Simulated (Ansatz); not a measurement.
Li2S (Fm-3m): G0W0 against its settings

A 3-atom cell of Li2S started from a crystallographic database, relaxed with r2SCAN; one-shot G0W0 in Ansatz without spin-orbit coupling. No spin polarisation and no zero-point or thermal motion.

Space group Fm-3m (No. 225). a = 5.691 Å, b = 5.691 Å, c = 5.691 Å, α = 90.00°, β = 90.00°, γ = 90.00°
```csv
atom,site,symmetry,x,y,z
Li,8c,-43m,0.2500,0.7500,0.7500
S,4a,m-3m,0.0000,0.0000,0.0000
```

Gaps are read over the mesh points alone. G0W0 here is at a finite number of bands, screening cutoff and k mesh, not at the basis limit.

| start | potentials | frequency model | mesh | empty bands | screening cutoff (eV) | Kohn-Sham gap (eV) | G0W0 gap (eV) |
| --- | --- | --- | --- | --- | --- | --- | --- |
| PBE | PAW | contour deformation | 6×6×6 | 104 | 100 | 3.39 | 4.88 |
| PBE | PAW | contour deformation | 6×6×6 | 252 | 180 | 3.39 | 5.05 |
| PBE | PAW | contour deformation | 6×6×6 | 490 | 260 | 3.39 | 5.11 |
| HSE06 | PAW | contour deformation | 6×6×6 | 252 | 180 | 4.33 | 5.52 |
| r2SCAN | PAW | contour deformation | 6×6×6 | 252 | 180 | 3.87 | 5.35 |
| PBE0 | PAW | contour deformation | 6×6×6 | 252 | 180 | 5.03 | 5.73 |
| PBE | PAW | Godby-Needs pole | 6×6×6 | 252 | 180 | 3.39 | 4.99 |
| PBE | PAW | contour deformation | 8×8×8 | 74 | 80 | 3.39 | 4.81 |
| PBE | norm-conserving | contour deformation | 6×6×6 | 252 | 180 | 3.39 | 5.04 |

The quasiparticle gap on this mesh is 5.11 eV (Γ to X), against 3.39 eV from PBE: +1.72 eV. Renormalisation factors Z lie between 0.76 and 0.82.

Raising bands and cutoff together moves the gap by +0.17 eV (100 to 180 eV), then +0.06 eV (180 to 260 eV); the last step is still large, so the basis limit isn't reached. Starting from HSE06 (4.33 eV against PBE's 3.39 eV) gives 5.52 eV, +0.47 eV from G0W0@PBE at the same screening cutoff. Starting from r2SCAN (3.87 eV against PBE's 3.39 eV) gives 5.35 eV, +0.30 eV from G0W0@PBE at the same screening cutoff. Starting from PBE0 (5.03 eV against PBE's 3.39 eV) gives 5.73 eV, +0.68 eV from G0W0@PBE at the same screening cutoff. The Godby-Needs plasmon pole differs from contour deformation by -0.06 eV. Norm-conserving potentials (wave cutoff 1034 eV against 420 eV) shift the quasiparticle gap by -0.01 eV and the PBE gap by 0.00 eV. r2SCAN runs take a wave cutoff of 500 eV.
